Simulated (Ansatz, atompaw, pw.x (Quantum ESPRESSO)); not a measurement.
# pw.x on bcc Mo: one setting changed

Potential: PAW, atompaw 4.2.0.5, PBEsol; core [Ar] 3d10, reference 4s2 4p6 4d5 5s1 5p0; waves: 4s (bound): rc 1.65 bohr; 5s (bound): rc 2.80 bohr; 4p (bound): rc 1.90 bohr; 5p (bound, empty): rc 2.80 bohr; 4d (bound): rc 2.80 bohr; 4d channel at 1.3 Ry: rc 2.80 bohr; local part: vpsmatchnc scheme with l = 3 at -0.5 Ry, radius 2.05 bohr; core correction: smooth core density matched at 2.62 bohr; augmentation: besselshape compensation charge, radius 2.65 bohr; PAW radius 2.80 bohr; waves and projectors: custom polynom vanderbiltortho.

The reference run (k-mesh 15³, cutoffs 50/500 Ry, Fermi–Dirac 0.01 Ry, mixing_beta 0.4, conv_thr 1e-9, no spin) gives -2.35 GPa at 15.327 Å³/atom, where all-electron LAPW gives 0.24 GPa. This run, with its own iteration cap, changes conv_thr to 1e-06.

```
&control
  calculation='scf', prefix='x', pseudo_dir='./', outdir='./tmp', tstress=.true., disk_io='none'
/
&system
  ibrav=0, nat=1, ntyp=1, ecutwfc=50, ecutrho=500, nbnd=15,
  occupations='smearing', smearing='fd', degauss=0.01
/
&electrons
  conv_thr=1e-06, mixing_beta=0.4, electron_maxstep=50
/
ATOMIC_SPECIES
Mo 1.0 Mo.UPF
CELL_PARAMETERS angstrom
  -1.56482481 1.56482481 1.56482481
  1.56482481 -1.56482481 1.56482481
  1.56482481 1.56482481 -1.56482481
ATOMIC_POSITIONS crystal
Mo 0.0000 0.0000 0.0000
K_POINTS automatic
15 15 15 0 0 0
```

```bash
pw.x < Mo.scf.in > Mo.scf.out
```

Question: How does the run end?

Answer: It converges in 6 iterations; the free energy moves by +0.0 meV/atom and the pressure by +0.70 GPa.

```
Message from routine setup:
     using ibrav=0 with symmetry is DISCOURAGED, use correct ibrav instead
     lattice parameter (alat)  =       5.1218  a.u.
     unit-cell volume          =     103.4317 (a.u.)^3
     number of electrons       =        14.00
     number of Kohn-Sham states=           15
     kinetic-energy cutoff     =      50.0000  Ry
     charge density cutoff     =     500.0000  Ry
     scf convergence threshold =      1.0E-06
     Exchange-correlation= SLA PW PSX PSC
     number of k points=   120  Fermi-Dirac smearing, width (Ry)=  0.0100
     iteration #  1     ecut=    50.00 Ry     beta= 0.40
     total energy              =    -359.55459630 Ry
     estimated scf accuracy    <       0.14669601 Ry
     iteration #  2     ecut=    50.00 Ry     beta= 0.40
     total energy              =    -359.56296072 Ry
     estimated scf accuracy    <       0.01477884 Ry
     iteration #  3     ecut=    50.00 Ry     beta= 0.40
     total energy              =    -359.56543137 Ry
     estimated scf accuracy    <       0.00029747 Ry
     iteration #  4     ecut=    50.00 Ry     beta= 0.40
     total energy              =    -359.56560543 Ry
     estimated scf accuracy    <       0.00002709 Ry
     iteration #  5     ecut=    50.00 Ry     beta= 0.40
     total energy              =    -359.56560843 Ry
     estimated scf accuracy    <       0.00000182 Ry
     iteration #  6     ecut=    50.00 Ry     beta= 0.40
     the Fermi energy is    21.3351 ev
!    total energy              =    -359.56561009 Ry
     estimated scf accuracy    <       0.00000018 Ry
     smearing contrib. (-TS)   =      -0.00302056 Ry
     The total energy is F=E-TS. E is the sum of the following terms:
     one-electron contribution =     -13.53574610 Ry
     hartree contribution      =      19.10261930 Ry
     xc contribution           =     -15.65230892 Ry
     ewald contribution        =    -120.60669069 Ry
     one-center paw contrib.   =    -228.87046312 Ry
     convergence has been achieved in   6 iterations
          total   stress  (Ry/bohr**3)                   (kbar)     P=      -16.50
     Message from routine punch:
     Nothing written, as per user request (disk_io='none')
```

The run took about 9.1 s on one core of a shared host (Intel(R) Xeon(R) 6975P-C, 192 threads, 378 GiB, load 36).
